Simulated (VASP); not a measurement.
**Pd: equation of state with LDA**

Pd:

```
CELL_PARAMETERS angstrom
-1.52734 1.52734 1.52734
1.52734 -1.52734 1.52734
1.52734 1.52734 -1.52734
ATOMIC_POSITIONS crystal
Pd 0.00000 0.00000 0.00000
```

This isn't the form of Pd at room conditions, which is fcc.

```yaml
Program: VASP 6.6.1
Task: equation of state
Functional: LDA
Potentials_or_basis: VASP PAW LDA potentials, release 64 (Pd)
Cutoff: 520 eV
k_mesh: 10 × 10 × 10
Occupations: fermi-dirac, width 0.05 eV
Spin: no spin polarisation
Ladder: gaps
Further_INCAR_settings: ALGO = Normal; EDIFF = 1e-06
```

The equilibrium volume is 14.26 Å³/atom and the bulk modulus is 220 GPa. The pressure derivative of the bulk modulus is 5.6 (rough: it moves with the points fitted).

Energy against volume, from the lowest point:
```tsv
volume (Å³/atom)	energy (meV/atom)
13.682	17.43
13.967	4.23
14.252	0.00
14.537	3.63
14.822	14.14
```

All runs of the series together: 18 s on 1 thread of Intel(R) Xeon(R) Platinum 8375C CPU @ 2.90GHz (Ice Lake) (shared host).
